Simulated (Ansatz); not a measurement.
Task: the orbital character of the bands of SnO, space group Pmn2_1, with Ansatz's Python interface. Give the script and its output. Settings: PBEsol, PAW, cutoff 470 eV, 5×3×4 k-points, fixed occupations.

```cif
data_structure
_symmetry_space_group_name_H-M 'P 1'
_symmetry_Int_Tables_number 1
_cell_length_a 3.3550
_cell_length_b 5.6741
_cell_length_c 4.2220
_cell_angle_alpha 90.000
_cell_angle_beta 90.000
_cell_angle_gamma 90.000
_cell_volume 80.37
loop_
_atom_site_label
_atom_site_type_symbol
_atom_site_fract_x
_atom_site_fract_y
_atom_site_fract_z
_atom_site_occupancy
Sn1 Sn 0.00000 0.23191 0.51314 1
Sn2 Sn 0.50000 0.76809 0.01314 1
O1 O 0.00000 0.89125 0.73686 1
O2 O 0.50000 0.10875 0.23686 1
```

Script `sno_fatbands.py`:
```python
'''Fat bands of SnO at high-symmetry points.'''

from pathlib import Path
import warnings

import ansatz as az
import pandas as pd

warnings.simplefilter('ignore', az.DeckWarning)

structure = (
    az.Lattice.of((3.355, 0.0, 0.0), (0.0, 5.6741, 0.0), (0.0, 0.0, 4.22197))
    .atom('Sn', (0.0, 0.23191, 0.51314))
    .atom('Sn', (0.5, 0.76809, 0.01314))
    .atom('O', (0.0, 0.89125, 0.73686))
    .atom('O', (0.5, 0.10875, 0.23686))
)

points = {'G': (0.0, 0.0, 0.0), 'X': (0.5, 0.0, 0.0), 'S': (0.5, 0.5, 0.0), 'Y': (0.0, 0.5, 0.0), 'Z': (0.0, 0.0, 0.5), 'U': (0.5, 0.0, 0.5)}
calculation = (
    structure.calculation()
    .kpoints(5, 3, 4)
    .occupations(az.OccupationsMethod.FIXED)
    .functional('PBEsol')
    .basis(470)
    .band_structure(list(points.values()), intervals=1)
    .fat_bands()
)
history = []
outcome = calculation.session().plan().execute(on_event=lambda event: history.append(event['data']['dr2_ev']) if event['event'] == 'scf_iter' else None)
r = outcome.report
print('density residual by iteration (eV):', ' '.join(f'{value:.1e}' for value in history[:40]))
file = Path(outcome.write_results('results')) / 'fatbands.tsv'
names = file.read_text().splitlines()[0].lstrip('# ').split('\t')
table = pd.read_csv(file, sep='\t', comment='#', names=names)
near = table[table.e_minus_ef.abs() < 3]
for ik, label in enumerate(points):
    print(label)
    for _, row in near[near.ik == ik].iterrows():
        main = row[names[4:]].astype(float).nlargest(2)
        print(f'   band {int(row.band):3d} {row.e_minus_ef:7.3f} eV  ' + ', '.join(f'{k} {v:.2f}' for k, v in main.items()))
```

```console
$ python sno_fatbands.py
density residual by iteration (eV): 1.5e-01 2.5e-02 5.3e-04 4.9e-05 3.8e-06 1.8e-07 1.3e-08
G
   band  17  -2.617 eV  o2_l1_2P 0.47, o3_l1_2P 0.47
   band  18  -2.033 eV  o2_l1_2P 0.46, o3_l1_2P 0.46
   band  19  -0.000 eV  o2_l1_2P 0.23, o3_l1_2P 0.23
   band  20   2.625 eV  sn0_l1_5P 0.41, sn1_l1_5P 0.41
X
   band  16  -2.566 eV  o2_l1_2P 0.58, o3_l1_2P 0.37
   band  17  -2.566 eV  o3_l1_2P 0.58, o2_l1_2P 0.37
   band  18  -1.253 eV  sn1_l0_5S 0.22, sn1_l1_5P 0.22
   band  19  -1.253 eV  sn0_l0_5S 0.22, sn0_l1_5P 0.22
   band  20   2.542 eV  sn0_l1_5P 0.37, sn1_l1_5P 0.27
   band  21   2.542 eV  sn1_l1_5P 0.37, sn0_l1_5P 0.27
S
   band  16  -2.638 eV  o3_l1_2P 0.50, o2_l1_2P 0.40
   band  17  -2.638 eV  o2_l1_2P 0.50, o3_l1_2P 0.40
   band  18  -0.908 eV  sn1_l0_5S 0.24, sn1_l1_5P 0.23
   band  19  -0.908 eV  sn0_l0_5S 0.24, sn0_l1_5P 0.23
   band  20   1.845 eV  sn0_l1_5P 0.42, sn1_l1_5P 0.19
   band  21   1.845 eV  sn1_l1_5P 0.42, sn0_l1_5P 0.19
Y
   band  17  -2.640 eV  o2_l1_2P 0.47, o3_l1_2P 0.47
   band  18  -1.580 eV  o2_l1_2P 0.43, o3_l1_2P 0.43
   band  19  -1.368 eV  o2_l1_2P 0.32, o3_l1_2P 0.32
Z
   band  18  -1.655 eV  o2_l1_2P 0.42, sn1_l1_5P 0.19
   band  19  -1.655 eV  o3_l1_2P 0.42, sn0_l1_5P 0.19
   band  20   2.632 eV  sn0_l1_5P 0.36, sn1_l1_5P 0.24
   band  21   2.632 eV  sn1_l1_5P 0.36, sn0_l1_5P 0.24
U
   band  18  -1.077 eV  o3_l1_2P 0.19, o2_l1_2P 0.19
   band  19  -1.077 eV  o2_l1_2P 0.19, o3_l1_2P 0.19
   band  20   2.063 eV  sn1_l1_5P 0.35, sn0_l1_5P 0.33
   band  21   2.063 eV  sn0_l1_5P 0.35, sn1_l1_5P 0.33
```

Reading the output:
- The computed bands are complete only to about 4.3 eV above the Fermi level.
- Under fixed occupations the level called the Fermi level is the highest filled one on the SCF mesh; off the mesh a filled band can lie a little above it.
- This cell is a computed structure, which may not be the phase found in nature.
- Gaps and levels are Kohn-Sham values on a finite set of k-points, without spin-orbit coupling.
- Energies are less the Fermi level and bands count from 0. Only the largest channels are printed, equivalent atoms hold more, and in degenerate sets the split between sites is arbitrary; shells that the potentials lack have no channel.
- Hardware and time: 4.8 s on 1 thread of Arm Neoverse V2, on a shared host, peak memory 0.4 GiB.
